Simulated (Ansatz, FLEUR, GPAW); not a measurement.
## One calculation of PbS, 3 ways

```
Pb S
1.0
     0.00000    2.96575    2.96575
     2.96575    0.00000    2.96575
     2.96575    2.96575    0.00000
Pb S
1 1
Direct
  0.00000 0.00000 0.00000
  0.50000 0.50000 0.50000
```

Alike in all runs: task band structure; functional RPBE; k mesh 8 × 8 × 8; occupations fermi-dirac, width 0.05 eV; no spin polarisation; no spin-orbit coupling. Pressure is positive in compression and, in plane waves, holds the error of the finite cutoff. Gaps are the smaller of the mesh's and the band path's.

```csv
program and potentials,plane-wave cutoff (eV),notes,band gap (eV),pressure (GPa)
"Ansatz, all-electron LAPW, scalar-relativistic",-,-,0.45,4.20
"GPAW, the program's PAW data sets (release 1.2.1) made for this functional",600,-,0.40,3.95
"FLEUR, all-electron, FLAPW",-,-,0.57,-
```

The band gap spans 0.40 (GPAW, the program's PAW data sets (release 1.2.1) made for this functional) to 0.57 eV (FLEUR, all-electron, FLAPW), with all-electron results at 0.45 to 0.57. The pressure spans 3.95 (GPAW, the program's PAW data sets (release 1.2.1) made for this functional) to 4.20 GPa (Ansatz, all-electron LAPW, scalar-relativistic), with all-electron results at 4.20. Spin-orbit coupling, left out here, moves the band edges of heavy atoms.

The functional is the same throughout but for its coding, so the spread measures potentials, basis and numerics; runs on potential files found faulty are left out.

All three runs make PbS a narrow-gap semiconductor, but the two all-electron gaps, 0.45 and 0.57 eV, lie further apart than the GPAW and Ansatz values, so the spread can't be put down to the PAW data sets alone. It probably reflects how each code treats the relativistic Pb 6s and 6p states. In rocksalt PbS the valence-band edge at L is S 3p pushed up by antibonding Pb 6s character, while the conduction-band edge is mainly Pb 6p, so small shifts of the lead levels act directly on the gap. Spin-orbit coupling would lower the Pb 6p edge and narrow the gap markedly, so any closeness of these values to the measured gap is partly fortuitous.

The positive pressures show that RPBE favours a larger cell, in line with its known tendency to underbind solids. Expansion would weaken the s–p repulsion that raises the valence edge and, unusually for a semiconductor, widen the gap, so these gaps don't represent the functional's own equilibrium volume.
